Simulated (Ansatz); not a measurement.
**N: N vacancy**

These are results of DFT PBEsol, scalar-relativistic, plane waves, PAW in Ansatz, not measurements. (420 eV cutoff, 2×2×2 k-mesh, shifted by half a step, Gaussian smearing of 0.01 eV, collinear spin)

Host crystal, relaxed:

```
CELL_PARAMETERS angstrom
4.36711 0.00000 0.00000
-2.18356 3.78203 0.00000
0.00000 0.00000 7.42190
ATOMIC_POSITIONS crystal
N 0.33333 0.66667 0.32411
N 0.33333 0.66667 0.17589
N 0.66667 0.33333 0.82411
N 0.66667 0.33333 0.67589
```

Supercell of 48 atoms, rows in host cell vectors: 2 0 1; 0 2 1; -2 -2 1. Atoms relax at the host's cell, keeping the symmetry that the supercell leaves at the site. The cell is small, so energies carry finite-size errors of tenths of an eV. The host's Kohn–Sham gap is 7.40 eV.

Defect: N vacancy at (0.333, 0.667, 0.324) of the host cell, charge 0.

(1) Give the relaxed supercell.

## Answers

(1)
```
N
1.0
     8.73423    0.00000    7.42190
    -4.36711    7.56406    7.42190
    -4.36711   -7.56406    7.42190
N
47
Direct
  0.10804 0.77470 0.44137
  0.44137 0.10804 0.77470
  0.60804 0.27470 0.44137
  0.94137 0.60804 0.77470
  0.10804 0.27470 0.94137
  0.44137 0.60804 0.27470
  0.77470 0.94137 0.60804
  0.27470 0.94137 0.10804
  0.77470 0.44137 0.10804
  0.60804 0.77470 0.94137
  0.94137 0.10804 0.27470
  0.22530 0.39196 0.55863
  0.05863 0.72530 0.39196
  0.39196 0.05863 0.72530
  0.55863 0.22530 0.39196
  0.89196 0.55863 0.72530
  0.05863 0.22530 0.89196
  0.39196 0.55863 0.22530
  0.72530 0.89196 0.55863
  0.22530 0.89196 0.05863
  0.72530 0.39196 0.05863
  0.55863 0.72530 0.89196
  0.89196 0.05863 0.22530
  0.60804 0.44137 0.77470
  0.44137 0.77470 0.60804
  0.77470 0.10804 0.94137
  0.94137 0.27470 0.60804
  0.27470 0.60804 0.94137
  0.44137 0.27470 0.10804
  0.77470 0.60804 0.44137
  0.10804 0.94137 0.77470
  0.60804 0.94137 0.27470
  0.10804 0.44137 0.27470
  0.94137 0.77470 0.10804
  0.27470 0.10804 0.44137
  0.55863 0.39196 0.72530
  0.39196 0.72530 0.55863
  0.72530 0.05863 0.89196
  0.89196 0.22530 0.55863
  0.22530 0.55863 0.89196
  0.39196 0.22530 0.05863
  0.72530 0.55863 0.39196
  0.05863 0.89196 0.72530
  0.55863 0.89196 0.22530
  0.05863 0.39196 0.22530
  0.89196 0.72530 0.05863
  0.22530 0.05863 0.39196
```
Around the defect: 1 N at 1.10 Å. The run ended with a moment of 3.00 μB, which may not be the ground spin state.